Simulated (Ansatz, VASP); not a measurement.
# Si3N4: VASP beside Ansatz

```
Si N
1.0
     0.00000    3.87181    3.87181
     3.87181    0.00000    3.87181
     3.87181    3.87181    0.00000
Si N
6 8
Direct
  0.12500 0.12500 0.62500
  0.12500 0.62500 0.12500
  0.62500 0.12500 0.12500
  0.12500 0.12500 0.12500
  0.75000 0.75000 0.75000
  0.50000 0.50000 0.50000
  0.36755 0.36755 0.36755
  0.35265 0.88245 0.88245
  0.88245 0.88245 0.35265
  0.88245 0.35265 0.88245
  0.36755 0.36755 0.89735
  0.36755 0.89735 0.36755
  0.88245 0.88245 0.88245
  0.89735 0.36755 0.36755
```

Alike in both runs: functional PBEsol; k mesh 6 × 6 × 6; no spin polarisation.

Ansatz relaxed the structure, and its values are those at the end. VASP's run is a single point on that final structure, the one shown.

|  | VASP | Ansatz |
| --- | --- | --- |
| version | VASP 6.6.1 | Ansatz 0.2.0 |
| potentials or method | VASP PAW PBE potentials, release 64 (Si, N) | scalar-relativistic, plane waves, PAW |
| plane-wave cutoff (eV) | 520 | 420 |
| occupations | gaussian, width 0.01 eV | fixed |
| valence electrons in the cell | 64 | 64 |

|  | VASP | Ansatz | Ansatz less VASP |
| --- | --- | --- | --- |
| gap on the k mesh at the Fermi level (eV) | 3.28 | 3.29 | +0.007 |
| least direct gap on the mesh (eV) | 3.32 | 3.32 | +0.008 |
| pressure (GPa) | 0.3 | 0.0 | -0.35 |
| rms of the force components (eV/Å) | 0.004 | 0.000 | -0.0039 |

Caveats: the PAW data sets were made with another functional, which shifts forces and pressure a little (VASP). A k mesh can miss the band edges.
